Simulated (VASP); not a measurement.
# O2SnH2 in VASP: settings compared

The runs below take O2SnH2 through electron localisation function, single point, relaxation of the atoms, with PBE, B3LYP+D4, LDA, revPBE+D4.

All numbers are computed with VASP 6.6.1; they aren't measurements. Logs are shortened: lines on timing, memory, paths and dates and some standing lists are left out, and cuts for length are marked.

## Step 1: The molecule as given

The cell holds a molecule in a box, 5 atoms: a = 13.000 Å, b = 11.000 Å, c = 11.000 Å, α = 90.00°, β = 90.00°, γ = 90.00°.

## Step 2: Electron localisation function, PBE

INCAR

```
ALGO = Normal
EDIFF = 1E-7
ENCUT = 520
GGA = PE
ISIF = 2
ISMEAR = 0
LASPH = T
LCHARG = T
LELF = T
LREAL = F
LWAVE = F
NELM = 60
PREC = Accurate
SIGMA = 0.01
```

KPOINTS

```
k-points
0
Gamma
  1 1 1
```

POSCAR

```
SnH2O2
1.0
   13.0000000000      0.0000000000      0.0000000000
    0.0000000000     11.0000000000      0.0000000000
    0.0000000000      0.0000000000     11.0000000000
O Sn H
2 1 2
Direct
    0.4383384600      0.5293818200      0.4486772700
    0.6341923100      0.5134818200      0.5623045500
    0.5022307700      0.4274090900      0.5772863600
    0.3678076900      0.5127090900      0.4288954500
    0.6315307700      0.5764090900      0.5014500000
```

Potentials or basis: VASP PAW PBE potentials, release 64 (O, Sn_d, H).

On the command line:

```bash
> cat potpaw_PBE.64/O/POTCAR potpaw_PBE.64/Sn_d/POTCAR potpaw_PBE.64/H/POTCAR > POTCAR
> mpirun -np 1 vasp_gam > vasp.out
```

OUTCAR:

```text
EDIFF = 1E-7
   ENCUT = 520
   GGA = PE
   ISIF = 2
   ISMEAR = 0
   LASPH = T
   LREAL = F
   NELM = 60
   PREC = Accurate

 ion  position               nearest neighbor table
   1  0.438  0.529  0.449-   4 0.96   3 1.99
   2  0.634  0.513  0.562-   5 0.96   3 1.97
   3  0.502  0.427  0.577-   2 1.97   1 1.99
   4  0.368  0.513  0.429-   1 0.96
   5  0.632  0.576  0.501-   2 0.96

  LATTYP: Found a simple tetragonal cell.
 ALAT       =    11.0000000000
 C/A-ratio  =     1.1818181818

  Lattice vectors:

 A1 = (   0.0000000000,  11.0000000000,   0.0000000000)
 A2 = (   0.0000000000,   0.0000000000,  11.0000000000)
 A3 = (  13.0000000000,   0.0000000000,   0.0000000000)

Analysis of symmetry for initial positions (statically):
=====================================================================
 Subroutine PRICEL returns:
 Original cell was already a primitive cell.

 Routine SETGRP: Setting up the symmetry group for a
 simple tetragonal supercell.

 Subroutine GETGRP returns: Found  1 space group operations
 (whereof  1 operations were pure point group operations)
 out of a pool of 16 trial point group operations.

The static configuration has the point symmetry C_1 .

Analysis of symmetry for dynamics (positions and initial velocities):
=====================================================================
 Subroutine PRICEL returns:
 Original cell was already a primitive cell.

 Routine SETGRP: Setting up the symmetry group for a
 simple tetragonal supercell.

 Subroutine GETGRP returns: Found  1 space group operations
 (whereof  1 operations were pure point group operations)
 out of a pool of 16 trial point group operations.

The dynamic configuration has the point symmetry C_1 .

 Subroutine INISYM returns: Found  1 space group operations
 (whereof  1 operations are pure point group operations),
 and found     1 'primitive' translations

----------------------------------------------------------------------------------------

                                     Primitive cell

  volume of cell :    1573.0000

  direct lattice vectors                    reciprocal lattice vectors
    13.000000000  0.000000000  0.000000000     0.076923077  0.000000000  0.000000000
[... 67 lines left out ...]
   NELM   =     60;   NELMIN=  2; NELMDL= -5     # of ELM steps
   EDIFF  = 0.1E-06   stopping-criterion for ELM
   LREAL  =      F    real-space projection
   EDIFFG = 0.1E-05   stopping-criterion for IOM
   NSW    =      0    number of steps for IOM
   IBRION =     -1    ionic relax: 0-MD 1-quasi-New 2-CG
   NFREE  =      0    steps in history (QN), initial steepest desc. (CG)
   ISIF   =      2    stress and relaxation
   ISYM   =      2    0-nonsym 1-usesym 2-fastsym
   POTIM  = 0.5000    time-step for ionic-motion
   TEBEG  =    0.0;   TEEND  =   0.0 temperature during run
   PSTRESS=    0.0 pullay stress
   NELECT =      28.0000    total number of electrons
   NUPDOWN=      -1.0000    fix difference up-down
   EMIN   =  10.00;   EMAX   =-10.00  energy-range for DOS
   EFERMI =   0.00;   METHOD = LEGACY
   ISMEAR =     0;   SIGMA  =   0.01  broadening in eV -4-tet -1-fermi 0-gaus
   EFERMI_NEDOS =   21; number of points for ismear=-14 and -15
   IALGO  =     38    algorithm
   IMIX   =      4    mixing-type and parameters
     AMIX     =   0.40;   BMIX     =  1.00
     AMIX_MAG =   1.60;   BMIX_MAG =  1.00
  volume/ion in A,a.u.               =     314.60      2123.03
  Fermi-wavevector in a.u.,A,eV,Ry     =   0.427449  0.807762  2.485960  0.182713
  Thomas-Fermi vector in A             =   1.394107
   LORBIT       =      0    0 simple, 1 ext, 2 COOP (PROOUT), +10 PAW based schemes
   GGA     = PE    functional components
   LHFCALC =     F    Hartree Fock is set to
   AEXX    =    0.0000 exact exchange contribution
   IVDW    =     0    specifies the selected vdW correction
   LEPSILON=     F    determine dielectric tensor
   LRPA    =     F    only Hartree local field effects (RPA)
 non-spin polarized calculation
 Gauss-broadening in eV      SIGMA  =   0.01
  energy-cutoff  :      520.00
  volume of cell :     1573.00
 maximum number of plane-waves:     21209
 NGX is ok and might be reduce to    98
   NGX = 49   NGY = 41   NGZ = 41

 number of electron      27.9999991 magnetization

 Free energy of the ion-electron system (eV)
  ---------------------------------------------------
  ext. energy  EPLUGINS =         0.00000000
  ---------------------------------------------------
  free energy    TOTEN  =       -24.68910133 eV

  energy without entropy =      -24.68910133  energy(sigma->0) =      -24.68910133

 E-fermi :  -5.9813     XC(G=0):  -0.8519

 val. band max:       -6.0866148360   @ k =   0.0000   0.0000   0.0000
 cond. band min:      -2.3989589173   @ k =   0.0000   0.0000   0.0000
 fundamental gap:      3.6876559186
 Fermi energy:        -5.9813104033

 k-point     1 :       0.0000    0.0000    0.0000
  band No.  band energies     occupation
      1     -25.8756      2.00000
      2     -25.7728      2.00000
      3     -25.4497      2.00000
      4     -25.3814      2.00000
      5     -25.2067      2.00000
      6     -23.6303      2.00000
[... 10 lines left out ...]
     17      -0.4632      0.00000
     18       0.0088      0.00000

------------------------ aborting loop because EDIFF is reached ----------------------------------------

  FORCE on cell =-STRESS in cart. coord.  units (eV):
  Direction    XX          YY          ZZ          XY          YZ          ZX
  --------------------------------------------------------------------------------------
  -------------------------------------------------------------------------------------
  Total        1.7240457      0.9368077      0.8715349      0.3658676     -0.8251433      0.4331637
  in kB        1.7560248      0.9541844      0.8877008      0.3726540     -0.8404488      0.4411984
  external PRESSURE =       1.1993034 kB  Pullay stress =       0.0000000 kB

 VOLUME and BASIS-vectors are now :
 -----------------------------------------------------------------------------
  energy-cutoff  :      520.00
  volume of cell :     1573.00
      direct lattice vectors                 reciprocal lattice vectors
    13.000000000  0.000000000  0.000000000     0.076923077  0.000000000  0.000000000
     0.000000000 11.000000000  0.000000000     0.000000000  0.090909091  0.000000000
     0.000000000  0.000000000 11.000000000     0.000000000  0.000000000  0.090909091

 POSITION                                       TOTAL-FORCE (eV/Angst)
 -----------------------------------------------------------------------------------
      5.69840      5.82320      4.93545         0.322417      0.457356     -0.295322
      8.24450      5.64830      6.18535         0.602526     -0.120384      0.370377
      6.52900      4.70150      6.35015        -0.318558     -0.678172      0.505373
      4.78150      5.63980      4.71785        -0.608891     -0.110110     -0.153534
      8.20990      6.34050      5.51595         0.002506      0.451309     -0.426894
 -----------------------------------------------------------------------------------
    total drift:                               -0.000206     -0.000600      0.000169

  FREE ENERGIE OF THE ION-ELECTRON SYSTEM (eV)
  ---------------------------------------------------
  free  energy   TOTEN  =       -24.6891013341 eV

  energy  without entropy=      -24.6891013341  energy(sigma->0) =      -24.68910133
```

It took 2.8 min on 1 thread of Intel Xeon Platinum 8488C (Sapphire Rapids), shared host; peak memory 1.1 GiB.

What came out:

```yaml
Free_energy: -24.6891 eV
Largest_force: 0.904 eV/Å
Gap_between_the_frontier_levels: 3.69 eV
```

Forces in eV/Å, atoms in the order of the input:
```
O    0.322  0.457 -0.295
O    0.603 -0.120  0.370
Sn  -0.319 -0.678  0.505
H   -0.609 -0.110 -0.154
H    0.003  0.451 -0.427
```

Levels at points of the mesh, in eV from the valence-band top:
```tsv
k point	band 12	band 13	band 14	band 15	band 16	band 17
(0.00, 0.00, 0.00)	-1.25	-0.55	0.00	3.69	5.14	5.62
```

Caveat: spin-orbit coupling is left out, which moves the levels of the heavy elements.

## Step 3: Single point, B3LYP+D4

POSCAR is that of step 2.

INCAR.step1

```
SYSTEM = SnH2O2
PREC = Accurate ; ENCUT = 520
EDIFF = 1E-5 ; ISMEAR = 0
SIGMA = 0.01 ; LREAL = .False.
LASPH = .True. ; NELM = 80
ALGO = Normal ; ISIF = 2
LWAVE = .True. ; GGA = PE
```

INCAR.step2

```
SYSTEM = SnH2O2
PREC = Accurate ; ENCUT = 520
EDIFF = 1E-6 ; ISMEAR = 0
SIGMA = 0.01 ; LREAL = .False.
LASPH = .True. ; NELM = 80
ALGO = Normal ; ISIF = 2
LWAVE = .False. ; LCHARG = .True.
GGA = B3 ; LHFCALC = .True.
AEXX = 0.2 ; AGGAX = 0.72
AGGAC = 0.81 ; ALDAC = 0.19
PRECFOCK = Fast ; HFRCUT = -1
IVDW = 13 ; LELF = .True.
LVHAR = .True. ; LVACPOTAV = .True.
ISTART = 1
```

KPOINTS

```
regular mesh
0
Gamma
  1 1 1
  0 0 0
```

Potentials or basis: VASP PAW PBE potentials, release 64 (O, Sn_d, H).

On the command line:

```bash
> cat potpaw_PBE.64/O/POTCAR potpaw_PBE.64/Sn_d/POTCAR potpaw_PBE.64/H/POTCAR > POTCAR
> cp INCAR.step1 INCAR
> mpirun -np 1 vasp_gam > vasp.out
> cp INCAR.step2 INCAR
> mpirun -np 1 vasp_gam > vasp.out
```

Wall time 11 min (1 thread of Intel Xeon Platinum 8488C (Sapphire Rapids), shared host); peak memory 1.1 GiB.

Results (log left out):

| Property | Result |
| --- | --- |
| Free energy | -30.4984 eV |
| Largest force | 0.684 eV/Å |
| Gap between the frontier levels | 5.11 eV |
| Dispersion energy per atom | -0.027 eV |

Forces on the atoms (eV/Å):
```
O   -0.026  0.228 -0.229
O    0.356  0.118  0.045
Sn  -0.210 -0.514  0.400
H   -0.200  0.015 -0.094
H    0.080  0.153 -0.122
```

Levels at points of the mesh, in eV from the valence-band top:
```tsv
k point	band 12	band 13	band 14	band 15	band 16	band 17
(0.00, 0.00, 0.00)	-1.56	-0.86	0.00	5.11	6.55	6.98
```

Caveat: the PAW data sets were made with another functional, which shifts forces and pressure a little; spin-orbit coupling is left out, which moves the levels of the heavy elements.

## Step 4: Single point, LDA

INCAR

```
SYSTEM = SnH2O2
PREC     = Accurate       ! precision mode
ENCUT    = 520            ! plane-wave cutoff, eV
EDIFF    = 1E-6           ! SCF threshold, eV
ISMEAR   = 0              ! smearing method
SIGMA    = 0.01           ! smearing width, eV
LREAL    = .False.        ! projectors in reciprocal space
LASPH    = .True.         ! aspherical terms in the spheres
NELM     = 80             ! most SCF steps
ALGO     = Normal         ! electronic algorithm
ISIF     = 2              ! what is computed and relaxed
LWAVE    = .False.        ! write WAVECAR
LCHARG   = .False.        ! write CHGCAR
```

KPOINTS is that of step 3.

POSCAR

```
SnH2O2
1.0
   13.0000000000      0.0000000000      0.0000000000
    0.0000000000     11.0000000000      0.0000000000
    0.0000000000      0.0000000000     11.0000000000
O Sn H
2 1 2
Cartesian
    5.6983999800      5.8232000200      4.9354499700
    8.2445000300      5.6483000200      6.1853500500
    6.5290000100      4.7014999900      6.3501499600
    4.7814999700      5.6397999900      4.7178499500
    8.2099000100      6.3404999900      5.5159500000
```

Potentials or basis: VASP PAW LDA potentials, release 64 (O, Sn_d, H).

On the command line:

```bash
> cat potpaw_LDA.64/O/POTCAR potpaw_LDA.64/Sn_d/POTCAR potpaw_LDA.64/H/POTCAR > POTCAR
> mpirun -np 1 vasp_gam > vasp.out
```

It took 78 s on 1 thread of Intel Xeon Platinum 8488C (Sapphire Rapids), shared host; peak memory 0.79 GiB.

It converged, with:

```yaml
Free_energy: -26.2266 eV
Largest_force: 0.840 eV/Å
Gap_between_the_frontier_levels: 3.67 eV
```

Forces in eV/Å, atoms in the order of the input:
```
O    0.801  0.129  0.219
O   -0.005 -0.568  0.535
Sn  -0.002  0.006 -0.007
H   -0.757 -0.139 -0.190
H   -0.038  0.572 -0.558
```

Levels at points of the mesh, in eV from the valence-band top:
```
           k point  band 10  band 11  band 12  band 13  band 14  band 15  band 16  band 17  band 18
(0.00, 0.00, 0.00)    -2.70    -1.29    -1.27    -0.56     0.00     3.67     5.20     5.76     6.30
```

Caveat: spin-orbit coupling is left out, which moves the levels of the heavy elements.

## Step 5: Relaxation of the atoms, revPBE+D4

INCAR

```
SYSTEM = SnH2O2
PREC = Accurate
ENCUT = 520
EDIFF = 1E-6
ISMEAR = 0
SIGMA = 0.01
LREAL = .False.
LASPH = .True.
NELM = 60
ALGO = Normal
ISIF = 2
LWAVE = .False.
LCHARG = .False.
GGA = RE
IVDW = 13
IBRION = 2
NSW = 60
EDIFFG = -0.01
```

KPOINTS

```
Automatic mesh
0
Gamma
  1 1 1
  0 0 0
```

POSCAR is that of step 4.

Potentials or basis: VASP PAW PBE potentials, release 64 (O, Sn_d, H).

On the command line:

```bash
> cat potpaw_PBE.64/O/POTCAR potpaw_PBE.64/Sn_d/POTCAR potpaw_PBE.64/H/POTCAR > POTCAR
> mpirun -np 1 vasp_gam > vasp.out
```

Wall time 26 min (1 thread of Intel Xeon Platinum 8488C (Sapphire Rapids), shared host); peak memory 1.2 GiB.

The run converged. Its results:

- Free energy: -24.5289 eV
- Energy gained by relaxing: 8.7 meV/atom
- Ionic steps: 41
- Largest force after relaxing: 0.008 eV/Å
- Gap between the frontier levels: 3.63 eV
- Dispersion energy per atom: -0.047 eV

Forces on the atoms (eV/Å):
```
O    0.008  0.004  0.001
O    0.000  0.001 -0.002
Sn  -0.002 -0.002  0.001
H   -0.005 -0.004  0.003
H    0.000  0.001 -0.002
```

Step by step:
| step | energy change (eV) | largest force (eV/Å) | pressure (GPa) |
| --- | --- | --- | --- |
| 1 | 0.0000 | 1.1316 | 0.14 |
| 3 | -0.0355 | 0.5635 | 0.00 |
| 5 | -0.0414 | 0.0841 | 0.00 |
| 7 | -0.0422 | 0.1692 | -0.01 |
| 9 | -0.0425 | 0.0923 | -0.01 |
| 11 | -0.0427 | 0.0454 | -0.01 |
| 13 | -0.0428 | 0.0269 | -0.01 |
| 15 | -0.0428 | 0.0368 | -0.01 |
| 17 | -0.0429 | 0.0340 | -0.01 |
| 19 | -0.0429 | 0.0282 | -0.01 |
| 21 | -0.0430 | 0.0707 | -0.01 |
| 23 | -0.0431 | 0.0453 | -0.01 |
| 25 | -0.0431 | 0.0897 | -0.01 |
| 27 | -0.0432 | 0.0186 | -0.01 |
| 29 | -0.0432 | 0.0186 | -0.01 |
| 31 | -0.0432 | 0.0178 | -0.01 |
| 33 | -0.0432 | 0.0574 | -0.01 |
| 35 | -0.0432 | 0.0358 | -0.01 |
| 37 | -0.0433 | 0.0188 | -0.01 |
| 39 | -0.0433 | 0.0197 | -0.01 |
| 41 | -0.0433 | 0.0085 | -0.01 |

Final structure:
```cif
data_structure
_symmetry_space_group_name_H-M 'P 1'
_symmetry_Int_Tables_number 1
_cell_length_a 13.0000
_cell_length_b 11.0000
_cell_length_c 11.0000
_cell_angle_alpha 90.000
_cell_angle_beta 90.000
_cell_angle_gamma 90.000
_cell_volume 1573.00
loop_
_atom_site_label
_atom_site_type_symbol
_atom_site_fract_x
_atom_site_fract_y
_atom_site_fract_z
_atom_site_occupancy
O1 O 0.43674 0.53057 0.44666 1
O2 O 0.63707 0.51367 0.56352 1
Sn1 Sn 0.50180 0.42620 0.57837 1
H1 H 0.36518 0.51196 0.42855 1
H2 H 0.63330 0.57700 0.50151 1
```

Levels at points of the mesh, in eV from the valence-band top:
```csv
k point,band 12,band 13,band 14,band 15,band 16,band 17
"(0.00, 0.00, 0.00)",-1.02,-0.39,0.00,3.63,5.07,5.55
```

Caveat: the PAW data sets were made with another functional, which shifts forces and pressure a little; spin-orbit coupling is left out, which moves the levels of the heavy elements.

## Step 6: For comparison

An earlier run on the cell as given: functional PBE; potentials or basis VASP PAW PBE potentials, release 64 (O, Sn_d, H); cutoff 520 eV; k mesh 1 × 1 × 1; occupations gaussian, width 0.01 eV; no spin polarisation.

- Largest force: 0.904 eV/Å
- Gap between the frontier levels: 3.69 eV

## Step 7: Summary

```tsv
task	level	potentials or basis	cell	grid for exact exchange (PRECFOCK)	exchange at q = 0	gap on the mesh (eV)	largest force (eV/Å)
electron localisation function	PBE	VASP PAW PBE potentials, release 64 (O, Sn_d, H)	as given	-	-	3.69	0.90
single point	B3LYP+D4	VASP PAW PBE potentials, release 64 (O, Sn_d, H)	as given	Fast	truncated	5.11	0.68
single point	LDA	VASP PAW LDA potentials, release 64 (O, Sn_d, H)	as given	-	-	3.67	0.84
relaxation of the atoms	revPBE+D4	VASP PAW PBE potentials, release 64 (O, Sn_d, H)	atoms relaxed	-	-	3.63	0.01
single point	PBE	VASP PAW PBE potentials, release 64 (O, Sn_d, H)	as given	-	-	3.69	0.90
```

Alike in all rows: no spin polarisation; k mesh 1 × 1 × 1; cutoff (eV) 520; smearing gaussian 0.01 eV.

Caveats: spin-orbit coupling is left out, which moves the levels of the heavy elements; the PAW data sets were made with another functional, which shifts forces and pressure a little (some runs).

Total energies depend on the potentials used, so only differences within one code and one set of settings carry meaning.
